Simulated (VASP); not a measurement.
# ZnS (Wurtzite-2H) (P6_3mc) in VASP: further runs, part 2 of 2

VASP 6.6.1. The steps go on from the part before.

## Step 5: Single point, r2SCAN (volume changed by +6%)

POSCAR reads:

```
ZnS
1.0
    3.8800632112      0.0000000000      0.0000000000
   -1.9400316056      3.3602333092      0.0000000000
    0.0000000000      0.0000000000      6.3664803144
Zn S
2 2
Direct
    0.3333333333      0.6666666667      0.0053397641
    0.6666666667      0.3333333333      0.5053397641
    0.3333333333      0.6666666667      0.3796602359
    0.6666666667      0.3333333333      0.8796602359
```

INCAR.step1 reads:

```
SYSTEM = ZnS
PREC     = Accurate       ! precision mode
ENCUT    = 550            ! plane-wave cutoff, eV
ISMEAR   = 0              ! smearing method
SIGMA    = 0.01           ! smearing width, eV
LREAL    = .False.        ! projectors in reciprocal space
LASPH    = .True.         ! aspherical terms in the spheres
NELM     = 120            ! most SCF steps
NBANDS   = 26             ! bands
GGA      = PE             ! functional
ALGO     = Normal         ! electronic algorithm
EDIFF    = 1E-5           ! SCF threshold, eV
LWAVE    = .True.         ! write WAVECAR
LCHARG   = .False.        ! write CHGCAR
GGA_COMPAT= .False.
```

INCAR.step2 reads:

```
SYSTEM = ZnS
PREC     = Accurate       ! precision mode
ENCUT    = 550            ! plane-wave cutoff, eV
EDIFF    = 1E-6           ! SCF threshold, eV
ISMEAR   = 0              ! smearing method
SIGMA    = 0.01           ! smearing width, eV
LREAL    = .False.        ! projectors in reciprocal space
LASPH    = .True.         ! aspherical terms in the spheres
NELM     = 120            ! most SCF steps
ALGO     = Normal         ! electronic algorithm
ISIF     = 2              ! what is computed and relaxed
LWAVE    = .False.        ! write WAVECAR
LCHARG   = .False.        ! write CHGCAR
METAGGA  = R2SCAN         ! meta-GGA
LMIXTAU  = .True.       
NBANDS   = 26             ! bands
ISTART   = 1            
GGA_COMPAT= .False.
```

KPOINTS reads:

```
regular mesh
0
Gamma
  6 6 4
  0 0 0
```

Potentials or basis: VASP PAW PBE potentials, release 64 (Zn, S).

Started as:

```
$ cat potpaw_PBE.64/Zn/POTCAR potpaw_PBE.64/S/POTCAR > POTCAR
$ cp INCAR.step1 INCAR
$ mpirun -np 1 vasp_std > vasp.out
$ cp INCAR.step2 INCAR
$ mpirun -np 1 vasp_std > vasp.out
```

OUTCAR:

```text
SYSTEM = ZnS
   PREC = Accurate
   ENCUT = 550
   EDIFF = 1E-6
   ISMEAR = 0
   LREAL = .False.
   LASPH = .True.
   NELM = 120
   ISIF = 2
   METAGGA = R2SCAN
   ISTART = 1

 ion  position               nearest neighbor table
   1  0.333  0.667  0.005-   4 2.38   4 2.38   4 2.38   3 2.38
   2  0.667  0.333  0.505-   3 2.38   3 2.38   3 2.38   4 2.38
   3  0.333  0.667  0.380-   2 2.38   2 2.38   2 2.38   1 2.38
   4  0.667  0.333  0.880-   1 2.38   1 2.38   1 2.38   2 2.38

  LATTYP: Found a hexagonal cell.
 ALAT       =     3.8800632112
 C/A-ratio  =     1.6408187104

  Lattice vectors:

 A1 = (   3.8800632112,   0.0000000000,   0.0000000000)
 A2 = (  -1.9400316056,   3.3602333092,   0.0000000000)
 A3 = (   0.0000000000,   0.0000000000,   6.3664803144)

Analysis of symmetry for initial positions (statically):
=====================================================================
 Subroutine PRICEL returns:
 Original cell was already a primitive cell.

 Routine SETGRP: Setting up the symmetry group for a
 hexagonal supercell.

 Subroutine GETGRP returns: Found 12 space group operations
 (whereof  6 operations were pure point group operations)
 out of a pool of 24 trial point group operations.

The static configuration has the point symmetry C_3v.
 The point group associated with its full space group is C_6v.

Analysis of symmetry for dynamics (positions and initial velocities):
=====================================================================
 Subroutine PRICEL returns:
 Original cell was already a primitive cell.

 Routine SETGRP: Setting up the symmetry group for a
 hexagonal supercell.

 Subroutine GETGRP returns: Found 12 space group operations
 (whereof  6 operations were pure point group operations)
 out of a pool of 24 trial point group operations.

The dynamic configuration has the point symmetry C_3v.
 The point group associated with its full space group is C_6v.

 Subroutine INISYM returns: Found 12 space group operations
 (whereof  6 operations are pure point group operations),
 and found     1 'primitive' translations
[... 115 lines left out ...]
     AMIX_MAG =   1.60;   BMIX_MAG =  1.00
  volume/ion in A,a.u.               =      20.75       140.04
  Fermi-wavevector in a.u.,A,eV,Ry     =   1.239195  2.341740 20.893177  1.535605
  Thomas-Fermi vector in A             =   2.373689
   LORBIT       =      0    0 simple, 1 ext, 2 COOP (PROOUT), +10 PAW based schemes
   METAGGA = R2SCAN    functional components
   LHFCALC =     F    Hartree Fock is set to
   AEXX    =    0.0000 exact exchange contribution
   IVDW    =     0    specifies the selected vdW correction
   LEPSILON=     F    determine dielectric tensor
   LRPA    =     F    only Hartree local field effects (RPA)
 non-spin polarized calculation
 Gauss-broadening in eV      SIGMA  =   0.01
  energy-cutoff  :      550.00
  volume of cell :       83.01
 maximum number of plane-waves:      2472
 NGX is ok and might be reduce to    30
   NGX = 15   NGY = 15   NGZ = 25

 number of electron      36.0000012 magnetization

 Free energy of the ion-electron system (eV)
  ---------------------------------------------------
  ext. energy  EPLUGINS =         0.00000000
  ---------------------------------------------------
  free energy    TOTEN  =       -37.65920346 eV

  energy without entropy =      -37.65920346  energy(sigma->0) =      -37.65920346

 E-fermi :   1.4687     XC(G=0): -10.0229

 val. band max:        1.3905935496   @ k =   0.0000   0.0000   0.0000
 cond. band min:       3.9026462046   @ k =   0.0000   0.0000   0.0000
 fundamental gap:      2.5120526550
 Fermi energy:         1.4686874300

 k-point     1 :       0.0000    0.0000    0.0000
  band No.  band energies     occupation
      1     -11.9580      2.00000
      2     -11.1024      2.00000
      3      -4.9302      2.00000
      4      -4.9178      2.00000
      5      -4.9178      2.00000
      6      -4.8369      2.00000
[... 598 lines left out ...]
     25      11.5931      0.00000
     26      11.5931      0.00000

------------------------ aborting loop because EDIFF is reached ----------------------------------------

  FORCE on cell =-STRESS in cart. coord.  units (eV):
  Direction    XX          YY          ZZ          XY          YZ          ZX
  --------------------------------------------------------------------------------------
  -------------------------------------------------------------------------------------
  Total       -2.0521892     -2.0521892     -2.1077445      0.0000000      0.0000000      0.0000000
  in kB      -39.6114134    -39.6114134    -40.6837440      0.0000000      0.0000000      0.0000000
  external PRESSURE =     -39.9688569 kB  Pullay stress =       0.0000000 kB

 VOLUME and BASIS-vectors are now :
 -----------------------------------------------------------------------------
  energy-cutoff  :      550.00
  volume of cell :       83.01
      direct lattice vectors                 reciprocal lattice vectors
     3.880063211  0.000000000  0.000000000     0.257727760  0.148799192  0.000000000
    -1.940031606  3.360233309  0.000000000     0.000000000  0.297598383  0.000000000
     0.000000000  0.000000000  6.366480314     0.000000000  0.000000000  0.157072660

 POSITION                                       TOTAL-FORCE (eV/Angst)
 -----------------------------------------------------------------------------------
     -0.00000      2.24016      0.03400         0.000000     -0.000000     -0.014945
      1.94003      1.12008      3.21724         0.000000      0.000000     -0.014945
     -0.00000      2.24016      2.41710        -0.000000      0.000000      0.014945
      1.94003      1.12008      5.60034         0.000000     -0.000000      0.014945
 -----------------------------------------------------------------------------------
    total drift:                               -0.000000      0.000000     -0.029525

  FREE ENERGIE OF THE ION-ELECTRON SYSTEM (eV)
  ---------------------------------------------------
  free  energy   TOTEN  =       -37.6592034643 eV

  energy  without entropy=      -37.6592034643  energy(sigma->0) =      -37.65920346
```

Run time: 2.2 min. Hardware: 1 thread of Intel Xeon Platinum 8488C (Sapphire Rapids), shared host; peak memory 0.23 GiB.

Results:

- Free energy: -37.6592 eV
- Pressure: -4.0 GPa
- Largest force: 0.015 eV/Å
- Band gap on the k mesh: 2.51 eV, direct

Forces on the atoms (eV/Å):
```
Zn   0.000  0.000 -0.015
Zn   0.000  0.000 -0.015
S    0.000  0.000  0.015
S    0.000  0.000  0.015
```

Caveat: the cell differs from its parent crystal (volume changed by +6%); the PAW data sets were made with another functional, which shifts forces and pressure a little.

## Step 6: Single point, PBE

This run uses another cell than the first one, of 19.58 Å³/atom, 1.031 times its volume.

INCAR reads:

```
SYSTEM = ZnS
PREC = Accurate
ENCUT = 500
EDIFF = 1E-6
ISMEAR = 0
SIGMA = 0.01
LREAL = .FALSE.
LASPH = .TRUE.
NELM = 120
ALGO = Normal
ISIF = 2
LWAVE = .FALSE.
LCHARG = .FALSE.
GGA = PE
NBANDS = 26
GGA_COMPAT = .FALSE.
```

KPOINTS reads:

```
Automatic mesh
0
G
  12 12 4
  0 0 0
```

POSCAR reads:

```
ZnS
1.0
    3.8054280271      0.0000000000      0.0000000000
   -1.9027140135      3.2955973437      0.0000000000
    0.0000000000      0.0000000000      6.2440175078
Zn S
2 2
Direct
    0.3333333333      0.6666666667      0.0053397641
    0.6666666667      0.3333333333      0.5053397641
    0.3333333333      0.6666666667      0.3796602359
    0.6666666667      0.3333333333      0.8796602359
```

Potentials or basis: VASP PAW PBE potentials, release 64 (Zn, S).

Started as:

```
$ cat potpaw_PBE.64/Zn/POTCAR potpaw_PBE.64/S/POTCAR > POTCAR
$ mpirun -np 1 vasp_std > vasp.out
```

Wall time 63 s (1 thread of Intel Xeon Platinum 8488C (Sapphire Rapids), shared host); peak memory 0.24 GiB.

The run converged. Its results:

| Item | Value |
| --- | --- |
| Free energy | -13.6738 eV |
| Pressure | 2.4 GPa |
| Largest force | 0.004 eV/Å |
| Band gap on the k mesh | 2.22 eV, direct |

Forces in eV/Å, atoms in the order of the input:
```
Zn   0.000  0.000  0.004
Zn   0.000  0.000  0.004
S    0.000  0.000 -0.004
S    0.000  0.000 -0.004
```

Levels at points of the mesh, in eV from the valence-band top:
```
           k point  band 15  band 16  band 17  band 18  band 19  band 20  band 21  band 22
(0.00, 0.00, 0.00)    -0.90    -0.08     0.00     0.00     2.22     3.11     6.31     6.31
(0.50, 0.00, 0.00)    -3.29    -2.25    -1.70    -0.89     3.66     4.26     5.11     6.91
(0.00, 0.00, 0.50)    -0.47    -0.47    -0.47    -0.47     3.57     3.57     6.77     6.77
(0.50, 0.00, 0.50)    -1.64    -1.64    -1.62    -1.62     3.55     3.55     5.22     5.22
```

## Step 7: Single point, r2SCAN

This run uses another cell than the first one, of 19.58 Å³/atom, 1.031 times its volume.

POSCAR is that of step 6.

INCAR.step1 reads:

```
PREC     = Accurate       # precision mode
ENCUT    = 550            # plane-wave cutoff, eV
ISMEAR   = 0              # smearing method
SIGMA    = 0.01           # smearing width, eV
LREAL    = F              # projectors in reciprocal space
LASPH    = T              # aspherical terms in the spheres
NELM     = 120            # most SCF steps
NBANDS   = 26             # bands
GGA      = PE             # functional
ALGO     = Normal         # electronic algorithm
EDIFF    = 1E-5           # SCF threshold, eV
LWAVE    = T              # write WAVECAR
LCHARG   = F              # write CHGCAR
GGA_COMPAT= F
```

INCAR.step2 reads:

```
PREC     = Accurate       # precision mode
ENCUT    = 550            # plane-wave cutoff, eV
EDIFF    = 1E-6           # SCF threshold, eV
ISMEAR   = 0              # smearing method
SIGMA    = 0.01           # smearing width, eV
LREAL    = F              # projectors in reciprocal space
LASPH    = T              # aspherical terms in the spheres
NELM     = 120            # most SCF steps
ALGO     = Normal         # electronic algorithm
ISIF     = 2              # what is computed and relaxed
LWAVE    = F              # write WAVECAR
LCHARG   = T              # write CHGCAR
METAGGA  = R2SCAN         # meta-GGA
LMIXTAU  = T            
LELF     = T              # ELF
LVHAR    = T            
NBANDS   = 26             # bands
ISTART   = 1            
GGA_COMPAT= F
```

KPOINTS reads:

```
Automatic mesh
0
Gamma
  12 12 4
```

Started as:

```
$ cat potpaw_PBE.64/Zn/POTCAR potpaw_PBE.64/S/POTCAR > POTCAR
$ cp INCAR.step1 INCAR
$ mpirun -np 1 vasp_std > vasp.out
$ cp INCAR.step2 INCAR
$ mpirun -np 1 vasp_std > vasp.out
```

It took 4.3 min on 1 thread of Intel Xeon Platinum 8488C (Sapphire Rapids), shared host; peak memory 0.27 GiB.

The run converged. Its results:

* Free energy: -37.7230 eV
* Pressure: 0.1 GPa
* Largest force: 0.014 eV/Å
* Band gap on the k mesh: 2.79 eV, direct

Forces in eV/Å, atoms in the order of the input:
```
Zn   0.000  0.000  0.014
Zn   0.000  0.000  0.014
S    0.000  0.000 -0.014
S    0.000  0.000 -0.014
```

Levels at points of the mesh, in eV from the valence-band top:
```tsv
k point	band 16	band 17	band 18	band 19	band 20	band 21
(0.00, 0.00, 0.00)	-0.08	0.00	0.00	2.79	3.62	6.80
(0.50, 0.00, 0.00)	-2.31	-1.73	-0.91	4.04	4.78	5.45
(0.00, 0.00, 0.50)	-0.48	-0.48	-0.48	4.11	4.11	7.26
(0.50, 0.00, 0.50)	-1.68	-1.66	-1.66	3.96	3.96	5.66
```

Caveat: the PAW data sets were made with another functional, which shifts forces and pressure a little.

## Step 8: The runs side by side

```csv
level,cell,k mesh,cutoff (eV),gap on the mesh (eV),pressure (GPa),largest force (eV/Å)
r2SCAN,"a = 3.767, b = 3.767, c = 6.181 Å, angles 90.0, 90.0, 120.0°, 4 atoms",6 × 6 × 4,550,2.94,2.6,0.01
r2SCAN,"a = 3.805, b = 3.805, c = 6.244 Å, angles 90.0, 90.0, 120.0°, 4 atoms",6 × 6 × 4,550,2.79,0.1,0.02
r2SCAN,"a = 3.843, b = 3.843, c = 6.306 Å, angles 90.0, 90.0, 120.0°, 4 atoms",6 × 6 × 4,550,2.65,-2.1,0.01
r2SCAN,"a = 3.880, b = 3.880, c = 6.366 Å, angles 90.0, 90.0, 120.0°, 4 atoms",6 × 6 × 4,550,2.51,-4.0,0.01
PBE,"a = 3.805, b = 3.805, c = 6.244 Å, angles 90.0, 90.0, 120.0°, 4 atoms",12 × 12 × 4,500,2.22,2.4,-
r2SCAN,"a = 3.805, b = 3.805, c = 6.244 Å, angles 90.0, 90.0, 120.0°, 4 atoms",12 × 12 × 4,550,2.79,0.1,0.01
```

Alike in all rows: task single point; potentials or basis VASP PAW PBE potentials, release 64 (Zn, S); no spin polarisation; smearing gaussian 0.01 eV.

Caveats: the PAW data sets were made with another functional, which shifts forces and pressure a little (some runs).

Total energies depend on the potentials used, so only differences within one code and one set of settings carry meaning.

## Step 9: Against experiment

Step 3. A measured gap of ZnS is 3.911 eV (direct; 4 K; a printed reference work, monograph); the calculated 2.79 eV misses it by -1.12 eV. The value is that of r2SCAN, without temperature or zero-point motion.

Step 6. Against the measured gap of ZnS, 3.911 eV (direct; 4 K; a printed reference work, monograph), the calculated 2.22 eV is off by -1.69 eV. The value is that of PBE on a finite k mesh, which can miss the band edges, without temperature or zero-point motion. Semilocal functionals fall short of measured gaps as a rule.

Step 7. A measured gap of ZnS is 3.911 eV (direct; 4 K; a printed reference work, monograph); the calculated 2.79 eV misses it by -1.12 eV. The value is that of r2SCAN on a finite k mesh, which can miss the band edges, without temperature or zero-point motion.
